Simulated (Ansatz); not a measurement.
# HfO2: the cost of one run

Method: DFT, PBEsol, plane-wave PAW, default files, scalar-relativistic, in Ansatz 0.2.0.

## 1. The structure to begin with

Symmetry: P2_1/c, No. 14, monoclinic system. The conventional cell has a = 5.118 Å, b = 5.186 Å, c = 5.284 Å, α = 90.00°, β = 99.35°, γ = 90.00°. Hf (site symmetry 1) is surrounded by 7 O at 2.03 to 2.25 Å. O (site symmetry 1) is surrounded by 4 Hf at 2.14 to 2.25 Å. Around O (site symmetry 1) lie 3 Hf at 2.03 to 2.12 Å.

As a file:

```cif
data_structure
_symmetry_space_group_name_H-M 'P 1'
_symmetry_Int_Tables_number 1
_cell_length_a 5.1180
_cell_length_b 5.1857
_cell_length_c 5.2841
_cell_angle_alpha 90.000
_cell_angle_beta 99.352
_cell_angle_gamma 90.000
_cell_volume 138.38
loop_
_atom_site_label
_atom_site_type_symbol
_atom_site_fract_x
_atom_site_fract_y
_atom_site_fract_z
_atom_site_occupancy
Hf1 Hf 0.27550 0.03970 0.20800 1
Hf2 Hf 0.72450 0.53970 0.29200 1
Hf3 Hf 0.72450 0.96030 0.79200 1
Hf4 Hf 0.27550 0.46030 0.70800 1
O1 O 0.44870 0.75810 0.48010 1
O2 O 0.55130 0.25810 0.01990 1
O3 O 0.55130 0.24190 0.51990 1
O4 O 0.44870 0.74190 0.98010 1
O5 O 0.07420 0.33160 0.34670 1
O6 O 0.92580 0.83160 0.15330 1
O7 O 0.92580 0.66840 0.65330 1
O8 O 0.07420 0.16840 0.84670 1
```

The earlier run gave: gap on the mesh 4.15 eV, largest force 0.482 eV/Å, pressure 5.9 GPa.

Site by site (atoms counted from 1):

| site | atoms | first shell | V_zz (10²¹ V/m²) | η | C_Q (MHz) |
| --- | --- | --- | --- | --- | --- |
| Hf | 1, 2, 3, 4 | 7 O at 2.03–2.25 Å | 12.08 | 0.54 | 983 (¹⁷⁷Hf) |
| O5 | 5, 6, 7, 8 | 4 Hf at 2.14–2.25 Å | 1.02 | 0.80 | -0.628 (¹⁷O) |
| O9 | 9, 10, 11, 12 | 3 Hf at 2.03–2.12 Å | 1.25 | 0.74 | -0.772 (¹⁷O) |

C_Q = eQV_zz/h, which is 24.18 MHz for Q = 1 b and V_zz = 10²¹ V/m²; η = (V_xx − V_yy)/V_zz. Nuclear quadrupole moments: year-2017 set (Pyykkö).

## 2. Functional PBEsol at the relaxed positions

Input file input.yaml:

```yaml
crystal:
  lattice:
    - [5.118, 0.0, 0.0]
    - [0.0, 5.1857, 0.0]
    - [-0.8586630598, 0.0, 5.2138671406]
  atoms:
    - { symbol: Hf, position: [0.2767004551, 0.0418817656, 0.2081303341] }
    - { symbol: Hf, position: [0.7232995449, 0.5418817656, 0.2918696659] }
    - { symbol: Hf, position: [0.7232995449, 0.9581182344, 0.7918696659] }
    - { symbol: Hf, position: [0.2767004551, 0.4581182344, 0.7081303341] }
    - { symbol: O, position: [0.4465505665, 0.7583834833, 0.4802726464] }
    - { symbol: O, position: [0.5534494335, 0.2583834833, 0.0197273536] }
    - { symbol: O, position: [0.5534494335, 0.2416165167, 0.5197273536] }
    - { symbol: O, position: [0.4465505665, 0.7416165167, 0.9802726464] }
    - { symbol: O, position: [0.0726428696, 0.3392538935, 0.3389442109] }
    - { symbol: O, position: [0.9273571304, 0.8392538935, 0.1610557891] }
    - { symbol: O, position: [0.9273571304, 0.6607461065, 0.6610557891] }
    - { symbol: O, position: [0.0726428696, 0.1607461065, 0.8389442109] }
kpoints:
  mp_grid: { grid: [6, 6, 6] }
scf:
  occupations: { method: fermi_dirac, width: 0.02 }
hamiltonian:
  xc: pbesol
  pseudopotentials: { kind: paw }
output:
  forces: true
  stress: true
  populations: true
  efg:
    quadrupole_moments_barn: { Hf: 3.365, O: -0.02558 }
    contact_densities: true
```

Started as:

```sh
ansatz run input.yaml --threads 4 --pin off --max-ram 8192MiB --backend cpu --events-out ev --progress --plain --runs-dir out
```

Q: Estimate wall time and peak memory on 4 threads of Intel Xeon Platinum 8375C at 2.90GHz (Ice Lake), shared host.

About 17 s, with a peak of 1.1 GiB.
